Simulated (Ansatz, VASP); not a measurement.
One calculation of HfO2, two programs

```
Hf O
1.0
     0.00000    2.55750    2.55750
     2.55750    0.00000    2.55750
     2.55750    2.55750    0.00000
Hf O
1 2
Cartesian
  -0.0370 -0.0159 0.0251
  3.8515 3.8457 3.8239
  1.2535 1.2817 1.2562
```

Change from the starting cell: atoms moved at random, drawn with an rms of 0.05 Å.

Alike in both runs: task single point; functional PBE; k mesh 9 × 9 × 9; occupations fermi-dirac, width 0.05 eV; no spin polarisation.

|  | VASP | Ansatz |
| --- | --- | --- |
| version | VASP 6.6.1 | Ansatz 0.2.0 |
| potentials or method | VASP PAW PBE potentials, release 64 (Hf_pv, O) | Ansatz PAW |
| plane-wave cutoff (eV) | 520 | 420 |
| valence electrons in the cell | 22 | 38 |

```csv
,VASP,Ansatz,Ansatz less VASP
gap on the k mesh at the Fermi level (eV),3.83,3.83,-0.006
least direct gap on the mesh (eV),3.94,3.94,-0.006
pressure (GPa),-5.6,-2.1,+3.53
largest component of the traceless stress (GPa),0.93,1.05,+0.118
rms of the force components (eV/Å),0.191,0.196,+0.0053
```

Atom by atom the forces differ by 0.008 eV/Å (rms over components). The two sets of potentials don't hold the same shells in valence.

Caveats: spin-orbit coupling is left out, which moves the levels of the heavy elements; an odd mesh through Γ misses points on the zone boundary, where band edges often lie (VASP); odd divisions of the mesh miss points on the zone boundary, where band edges often lie, so the gap on the mesh can be too wide (Ansatz); the pressure holds a Pulay correction of +0.9 GPa for the finite cutoff (Ansatz).
